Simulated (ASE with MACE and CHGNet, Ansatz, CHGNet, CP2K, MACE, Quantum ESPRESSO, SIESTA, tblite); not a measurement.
## Machine-learned potentials on fluorite-type CdF2, an end member of the CaF2–CdF2 series (96 atoms): settings against a plane-wave reference

How do the settings of machine-learned potentials change the result for fluorite-type CdF2, an end member of the CaF2–CdF2 series (96 atoms)? A plane-wave run serves as the yardstick.

Main program and level: ASE with MACE and CHGNet; the method is named at each step.

**1. Starting point**

The cell holds 96 atoms: 32 Cd and 64 F. Cell: a = 10.780 Å, b = 10.780 Å, c = 10.780 Å, α = 90.0°, β = 90.0°, γ = 90.0°. It derives from CaF2 (fluorite-type), repeated 2×2×2. Fluorite-type CaF2, 2 x 2 x 2 conventional cells, 32 of 32 Ca sites given to Cd at random (x = 1.000), lattice by Vegard's rule (a = 5.39 Å); every coordinate displaced by a Gaussian of 0.09 Å. Then every atom was moved at random, 0.03 Å r.m.s. a Cartesian component.

The yardstick, on the same geometry:

- method: Kohn-Sham DFT, PBE, SSSP efficiency 1.3.0 pseudopotentials, plane waves (Quantum ESPRESSO 7.5); sssp-pbe-1.3.0-efficiency, cutoffs 60/480 Ry, Γ point
- r.m.s. force component: 1.026 eV/Å
- longest force: 5.753 eV/Å
- pressure: 10.11 GPa
- gap (highest filled to lowest empty level): 2.02 eV
- time: 3.9 min on 4 MPI ranks of Arm Neoverse V2, shared host
- CPU time: 15 min

**2. MACE MPA-0 medium potential**

Method: machine-learned interatomic potential MACE MPA-0 medium, trained on PBE(+U) plane-wave data.

run.py reads:

```python
import numpy as np
from ase.io import read
import mlip  # loads the published weights by name

atoms = read("structure.xyz")
atoms.calc = mlip.calc("mace-mpa-0-medium")
energy = atoms.get_potential_energy()
forces = atoms.get_forces()
print(f"energy {energy:.6f} eV")
print("forces (eV/A)")
for i, (a, f) in enumerate(zip(atoms, forces)):
    print(f"{i:4d} {a.symbol:2s} {f[0]:10.5f} {f[1]:10.5f} {f[2]:10.5f}")
stress = -atoms.get_stress(voigt=False) * 160.21766
print("stress (GPa, compression positive)")
for row in stress:
    print(" ".join(f"{x:10.4f}" for x in row))
```

structure.xyz reads:

```xyz
96
Lattice="10.78000 0.00000 0.00000 0.00000 10.78000 0.00000 0.00000 0.00000 10.78000" Properties=species:S:1:pos:R:3 pbc="T T T"
Cd 10.73171 10.70993 10.75639
F 1.27042 1.33888 1.30664
F 3.95022 4.04638 3.98353
Cd 10.71446 2.58095 2.56812
F 1.47395 4.06956 4.03927
F 3.93556 1.36345 1.61732
Cd 2.68487 0.03741 2.63797
F 4.21972 1.44053 3.86377
F 1.32033 4.11106 1.41682
Cd 2.72788 2.62439 10.69710
F 3.92931 3.82485 1.34966
F 1.21631 1.22418 4.09090
Cd 0.05562 0.10381 5.39496
F 1.41229 1.37240 6.76078
F 3.83876 3.92457 9.52639
Cd 0.04484 2.64584 8.21382
F 1.26018 3.97739 9.43886
F 4.01264 1.21652 6.77448
Cd 2.72583 0.15146 8.09492
F 4.12227 1.30039 9.47573
F 1.40334 4.03603 6.67735
Cd 2.64983 2.71839 5.48271
F 3.98008 4.06632 6.79345
F 1.29511 1.18257 9.59345
Cd 0.02544 5.43129 10.76793
F 1.44571 6.80466 1.34319
F 3.90398 9.44468 4.11160
Cd 0.12181 8.00976 2.84366
F 1.32928 9.37698 3.85320
F 3.95507 6.55154 1.34782
Cd 2.65943 5.47365 2.61469
F 3.95012 6.79312 4.07667
F 1.37111 9.56887 1.20898
Cd 2.78113 8.16208 0.02350
F 3.94203 9.34130 1.22342
F 1.23064 6.96151 3.99550
Cd 0.02566 5.34009 5.27735
F 1.49486 6.70063 6.67670
F 4.04013 9.23609 9.47217
Cd 10.76383 8.01267 8.22234
F 1.42285 9.46484 9.28201
F 4.16173 6.87656 6.65643
Cd 2.67851 5.41965 7.95833
F 4.01275 6.88357 9.39596
F 1.47384 9.53221 6.66603
Cd 2.66676 8.15302 5.30009
F 4.00078 9.49869 6.88734
F 1.19949 6.57483 9.41892
Cd 5.37825 0.05196 10.72200
F 6.73825 1.37704 1.37564
F 9.40070 4.30068 3.95885
Cd 5.32791 2.61889 2.70643
F 6.68554 3.90484 4.05921
F 9.43757 1.33909 1.36248
Cd 8.00900 10.77968 2.56402
F 9.25970 1.36755 4.05867
[... 36 atom lines left out ...]
F 6.75313 9.50483 6.57666
Cd 8.14073 8.09179 5.23606
F 9.33634 9.44792 6.70225
F 6.83959 6.68252 9.40339
```

Launch:

```sh
$ OMP_NUM_THREADS=1 python run.py > output.txt
```

The program printed:

```text
energy -348.494820 eV
forces (eV/A)
   0 Cd    0.22671    0.49866   -0.02811
   1 F     0.39276    0.34226    0.13160
   2 F     0.46665    0.33530    0.75033
   3 Cd    0.47827    1.05186    0.81400
   4 F    -0.79506   -0.13085   -0.02907
   5 F     0.25246   -0.71692   -2.69816
   6 Cd   -0.78489   -0.68743    0.73338
   7 F    -2.35093   -1.89999    3.32734
   8 F    -0.38734   -0.18801   -0.33477
   9 Cd   -1.24332   -0.29279    1.50799
  10 F     0.64894    0.88862   -0.13016
  11 F     0.93634    1.12330   -0.81288
  12 Cd   -1.34725   -1.53726    0.64048
  13 F    -0.31104    0.42837    0.26334
  14 F     1.44084    1.37259   -1.29825
  15 Cd   -0.20373   -0.06488   -0.82902
  16 F     0.40518    0.10633   -0.10134
  17 F     0.32308    1.32811   -0.70019
  18 Cd   -0.78999   -1.57209    0.60651
  19 F    -0.03430    0.12722   -0.27087
  20 F    -0.58078    0.20188    0.46182
  21 Cd    0.60149   -0.30787   -1.35393
  22 F     0.39621   -0.46044    0.07529
  23 F     0.45173    0.77292   -0.75856
[...]
88 F     0.72811   -0.51600   -0.68703
  89 F     0.55128   -0.21112    1.47671
  90 Cd   -0.21077   -0.68610   -0.60570
  91 F     0.05750   -1.01561   -0.16635
  92 F    -0.19420   -0.79425    1.32379
  93 Cd   -1.03699    0.01334    2.18084
  94 F     0.66971    0.05494    0.77468
  95 F    -0.59307    0.16042   -0.12615
stress (GPa, compression positive)
    9.9577     0.3027    -0.3374
    0.3027     9.9775    -0.7063
   -0.3374    -0.7063     9.5261
```

It took 7.3 s on 1 thread of Arm Neoverse V2, shared host; peak memory 1.1 GiB.

Banners, paths, timers and routine set-up lines are dropped from the logs unmarked, and long logs keep their key lines alone; longer cuts are marked.

Against the reference:

```yaml
r_m_s_force_component: 1.015 eV/Å
r_m_s_difference_of_force_components: 39 meV/Å
longest_difference_of_force_vectors: 173.8 meV/Å
force_difference_over_r_m_s_force: 3.801 %
slope_of_forces_against_the_reference_s: 0.9883
correlation_of_force_components: 0.9993
pressure: 9.82 GPa
pressure_difference: -0.2913 GPa
```

Length of the force difference by element (eV/Å):

```tsv
element	atoms	mean	most
Cd	32	0.078	0.17
F	64	0.049	0.15
```

A closer look about Cd28, which bears the longest force: 9 atoms, nearest first, numbered in the order of the input, with positions taken from that point.

```tsv
atom	x	y	z	distance (Å)	bonds	Fx	Fy	Fz (eV/Å)
Cd28	0.00	0.00	0.00	0.00	8	-3.77	1.90	-3.84
F36	1.11	-1.05	1.15	1.91	4	2.46	-3.42	2.47
F29	1.21	1.37	1.01	2.08	4	0.63	1.67	0.69
F80	-1.50	-1.14	1.30	2.29	4	1.04	-1.78	-1.30
F75	-1.51	1.26	1.21	2.31	4	1.38	2.08	-1.20
F26	1.32	-1.21	-1.50	2.34	4	-0.63	0.38	-0.53
F78	-1.57	-1.32	-1.41	2.49	4	0.66	0.21	-0.50
F33	1.25	1.56	-1.63	2.58	4	0.15	-0.68	0.38
F83	-1.45	1.42	-1.72	2.66	4	-0.73	-0.42	1.30
```

Atoms are counted from 1 here, from 0 in the log.

Forces lie 3.8 % from the reference's, at 0.0078 times its CPU time (on 1 against 4 cores).

**3. CHGNet 0.3.0 potential**

Method: machine-learned interatomic potential CHGNet 0.3.0, trained on PBE(+U) plane-wave data.

Edit run.py of step 2 so:

```diff
@@ -5,3 +5,3 @@
 atoms = read("structure.xyz")
-atoms.calc = mlip.calc("mace-mpa-0-medium")
+atoms.calc = mlip.calc("chgnet-0.3.0")
 energy = atoms.get_potential_energy()
```

structure.xyz is that of step 2.

The program printed:

```text
CHGNet v0.3.0 initialized with 412,525 parameters
CHGNet will run on cpu
energy -376.863953 eV
forces (eV/A)
   0 Cd    0.20675    0.44527   -0.03175
   1 F     0.34420    0.36410    0.28457
   2 F     0.54357    0.29063    0.66669
   3 Cd    0.46314    1.00048    0.71225
   4 F    -0.80768   -0.11482    0.00330
   5 F     0.16954   -0.60390   -2.65344
   6 Cd   -0.68213   -0.65081    0.65871
   7 F    -2.20554   -1.79489    3.29459
   8 F    -0.39410   -0.16098   -0.34202
   9 Cd   -1.05561   -0.24671    1.31389
  10 F     0.59237    0.80469   -0.11235
  11 F     0.88110    1.07057   -0.82803
  12 Cd   -1.25895   -1.41149    0.71657
  13 F    -0.36864    0.34263    0.25287
  14 F     1.31981    1.30247   -1.19842
  15 Cd   -0.25439    0.00072   -0.77210
  16 F     0.30960    0.08003   -0.03609
  17 F     0.38418    1.28949   -0.73976
  18 Cd   -0.76858   -1.44275    0.58806
  19 F    -0.10883    0.10977   -0.25210
  20 F    -0.53079    0.18721    0.42103
  21 Cd    0.54991   -0.19583   -1.25602
  22 F     0.35257   -0.43547    0.03594
  23 F     0.50423    0.83014   -0.83977
[...]
88 F     0.67405   -0.55771   -0.69904
  89 F     0.59127   -0.21376    1.42233
  90 Cd   -0.25693   -0.62228   -0.58228
  91 F     0.13318   -0.99983   -0.13897
  92 F    -0.26915   -0.71178    1.28379
  93 Cd   -0.96856   -0.08069    2.03937
  94 F     0.71658    0.05463    0.70187
  95 F    -0.60522    0.17405   -0.13016
stress (GPa, compression positive)
   10.7646     0.3094    -0.3282
    0.3094    10.8260    -0.7477
   -0.3282    -0.7477    10.4007
```

Wall time 4.1 s (1 thread); peak memory 1.5 GiB.

Numbers from this run, and their distance from the reference:

| Property | Result |
| --- | --- |
| r.m.s. force component | 0.9587 eV/Å |
| r.m.s. difference of force components | 84.28 meV/Å |
| longest difference of force vectors | 419 meV/Å |
| force difference over r.m.s. force | 8.214 % |
| slope of forces against the reference's | 0.9332 |
| correlation of force components | 0.9987 |
| pressure | 10.66 GPa |
| pressure difference | 0.5521 GPa |

Against the first run (3.8 %), the force difference from the reference is 8.2 %, at 0.50 times the CPU time.

**4. MACE MP-0b2 small potential**

Method: machine-learned interatomic potential MACE MP-0b2 small, trained on PBE(+U) plane-wave data.

Edit run.py of step 3 so:

```diff
@@ -5,3 +5,3 @@
 atoms = read("structure.xyz")
-atoms.calc = mlip.calc("chgnet-0.3.0")
+atoms.calc = mlip.calc("mace-mp-0b2-small")
 energy = atoms.get_potential_energy()
```

structure.xyz is that of step 3.

The program printed:

```text
energy -349.426906 eV
forces (eV/A)
   0 Cd    0.17461    0.57319   -0.12986
   1 F     0.41423    0.35498    0.11566
   2 F     0.42544    0.35699    0.72054
   3 Cd    0.51382    1.07318    0.93112
   4 F    -0.76440   -0.11159   -0.11558
   5 F     0.10715   -0.75236   -2.66294
   6 Cd   -0.65898   -0.63821    0.77500
   7 F    -2.27009   -1.83714    3.22164
   8 F    -0.43230   -0.25300   -0.35304
   9 Cd   -1.21228   -0.25134    1.44086
  10 F     0.64132    0.91317   -0.08879
  11 F     0.93049    1.08234   -0.83870
  12 Cd   -1.36372   -1.53196    0.55825
  13 F    -0.35645    0.42669    0.28176
  14 F     1.40626    1.36391   -1.21195
  15 Cd   -0.21082   -0.04826   -0.86080
  16 F     0.38274    0.09330   -0.08633
  17 F     0.27383    1.26009   -0.78727
  18 Cd   -0.78402   -1.54279    0.62836
  19 F    -0.04877    0.07454   -0.24212
  20 F    -0.64199    0.18546    0.44809
  21 Cd    0.63005   -0.35001   -1.37454
  22 F     0.36745   -0.42735    0.03035
  23 F     0.43851    0.74655   -0.69312
[...]
88 F     0.69626   -0.47267   -0.70923
  89 F     0.60574   -0.18494    1.39701
  90 Cd   -0.29882   -0.67048   -0.58935
  91 F     0.08810   -1.06549   -0.14890
  92 F    -0.25631   -0.79750    1.28038
  93 Cd   -1.11772   -0.03360    2.35801
  94 F     0.76401    0.12559    0.73878
  95 F    -0.62060    0.13446   -0.14613
stress (GPa, compression positive)
   10.5282     0.2501    -0.3002
    0.2501    10.5207    -0.6571
   -0.3002    -0.6571    10.0231
```

Elapsed: 5.6 s, on 1 thread; peak memory 0.67 GiB.

Compared with the plane-wave run:

```
r.m.s. force component                  : 1.015 eV/Å
r.m.s. difference of force components   : 67.97 meV/Å
longest difference of force vectors     : 249.4 meV/Å
force difference over r.m.s. force      : 6.624 %
slope of forces against the reference's : 0.9874
correlation of force components         : 0.9978
pressure                                : 10.36 GPa
pressure difference                     : 0.2456 GPa
```

Against the first run (3.8 %), the force difference from the reference is 6.6 %, at 0.76 times the CPU time.

**5. The ladder**

Differences are against the plane-wave reference, forces as r.m.s. over components; share is that over the reference's r.m.s. force, slope the least-squares factor from reference forces to these. Total energies of different programs have different zeros and aren't compared.

```tsv
run	Δ force, r.m.s. (meV/Å)	share (%)	slope	Δ pressure (GPa)	cores	CPU time	memory (GiB)
reference	-	-	-	-	4	15 min	4.5
MACE MPA-0 medium potential	39.0	3.80	0.988	-0.291	1	7.2 s	1.1
CHGNet 0.3.0 potential	84.3	8.21	0.933	0.552	1	3.6 s	1.5
MACE MP-0b2 small potential	68.0	6.62	0.987	0.246	1	5.5 s	0.67
```

Times of the machine-learned potentials are mostly Python's start and the loading of weights.

CPU time is summed over cores on a shared host, where runs went side by side, so it is rough. Symmetry, cutoffs, thresholds, outputs and thread counts weren't matched or tuned between programs; memory under MPI is the largest rank's times the ranks.

A second geometry, displaced anew (every atom was moved at random, 0.08 Å r.m.s. a Cartesian component), gives an energy difference that all programs can be tested on. The reference puts it at 95.82 meV/atom.

```tsv
run	energy less the first geometry's (meV/atom)	error (meV/atom)	force share at the second geometry (%)
MACE MPA-0 medium potential	95.26	-0.561	2.71
CHGNet 0.3.0 potential	92.28	-3.54	4.95
MACE MP-0b2 small potential	92.64	-3.18	6.64
```

**6. Summary of results**

* nearest in forces: MACE MPA-0 medium potential, 3.8 %
* its CPU time: 7.2 s

In words: Machine-learned potentials differ by 3.8 % (MACE MPA-0 medium potential) to 8.2 % (CHGNet 0.3.0 potential); they were trained on other programs' data. The energy difference between the two geometries, 95.8 meV/atom in the reference, is met best by MACE MPA-0 medium potential (-0.561) and worst by CHGNet 0.3.0 potential (-3.54). The reference's pressure holds the uncorrected Pulay stress of its 60 Ry basis, so small pressure differences, and their order, may be the reference's own error. Machine-learned potentials mimic data converged in k, so the reference's own k-point error enters their differences. The reference's pressure of 10 GPa belongs to a cell and atoms that aren't relaxed at this level. The electronic-structure runs sample only Γ, in a cell whose shortest periodic width is 11 Å.

[Also dropped from logs without a mark: logging warnings of Python, and SIESTA's first energy breakdown and zero terms.]

[Logs are printed without paths, hosts, clocks, repeated set-up lines and the standing remarks that a program may print on its own settings, such as how far it seeks lower states.]

[Hosts, paths, dates, database ids (printed as entryN), source tags and the programs' standing remarks are cut or masked in the printed files.]
